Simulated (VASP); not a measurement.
AlN:

```
CELL_PARAMETERS angstrom
3.11300 0.00000 0.00000
-1.55650 2.69594 0.00000
0.00000 0.00000 4.98100
ATOMIC_POSITIONS crystal
Al 0.33333 0.66667 0.00000
Al 0.66667 0.33333 0.50000
N 0.33333 0.66667 0.38000
N 0.66667 0.33333 0.88000
```

```yaml
Program: VASP 6.6.1
Task: relaxation of cell and atoms
Functional: PBE
Potentials_or_basis: VASP PAW PBE potentials, release 64 (Al, N)
Cutoff: 520 eV
k_mesh: 9 × 9 × 4
Occupations: gaussian, width 0.02 eV
Spin: no spin polarisation
```

At the start: pressure 3.5 GPa; volume 10.45 Å³/atom.

Problem. How do energy, volume and symmetry change on relaxing?

Solution. Over 8 steps the energy falls by 2.2 meV/atom and the volume is 10.63 Å³/atom (+1.7 %); space group P6_3mc (No. 186, to 0.05 Å).

The path:
```
step  energy change (eV)  largest force (eV/Å)  pressure (GPa)  volume (Å³)
   1              0.0000                0.1288            3.45        41.80
   2             -0.0019                0.0913           -2.90        43.18
   3             -0.0088                0.0034            0.00        42.52
   4             -0.0088                0.0059            0.07        42.51
   5             -0.0088                0.0067            0.05        42.51
   6             -0.0088                0.0070            0.04        42.51
   7             -0.0088                0.0023           -0.03        42.53
   8             -0.0088                0.0007            0.00        42.52
```

Final structure:
```xyz
4
Lattice="3.1286 0.0000 0.0000 -1.5643 2.7094 0.0000 0.0000 0.0000 5.0164" Properties=species:S:1:pos:R:3 pbc="T T T"
Al    0.0000    1.8063    5.0127
Al    1.5643    0.9031    2.5045
N     0.0000    1.8063    1.9100
N     1.5643    0.9031    4.4182
```
